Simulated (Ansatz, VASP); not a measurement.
**ZnS in VASP and in Ansatz**

```
Zn S
1.0
     3.75949    0.00000    0.00000
    -1.87975    3.25582    0.00000
     0.00000    0.00000    6.14975
Zn S
2 2
Direct
  0.33333 0.66667 0.00000
  0.66667 0.33333 0.50000
  0.33333 0.66667 0.38500
  0.66667 0.33333 0.88500
```

Change from the starting cell: volume scaled by 0.96.

Alike in both runs: task single point; functional PBE; k mesh 8 × 8 × 5; occupations fermi-dirac, width 0.03 eV; no spin polarisation.

|  | VASP | Ansatz |
| --- | --- | --- |
| version | VASP 6.6.1 | Ansatz 0.2.0 |
| potentials or method | VASP PAW PBE potentials, release 64 (Zn, S), cutoff 520 eV | all-electron LAPW, scalar-relativistic |

```csv
,VASP,Ansatz,Ansatz less VASP
gap on the k mesh at the Fermi level (eV),2.45,2.45,-0.004
pressure (GPa),6.0,5.9,-0.18
largest component of the traceless stress (GPa),1.81,1.78,-0.027
rms of the force components (eV/Å),0.216,0.214,-0.0021
```

Atom by atom the forces differ by 0.002 eV/Å (rms over components). Ansatz ran all-electron here, so the differences hold the error of VASP's frozen core and of both bases.
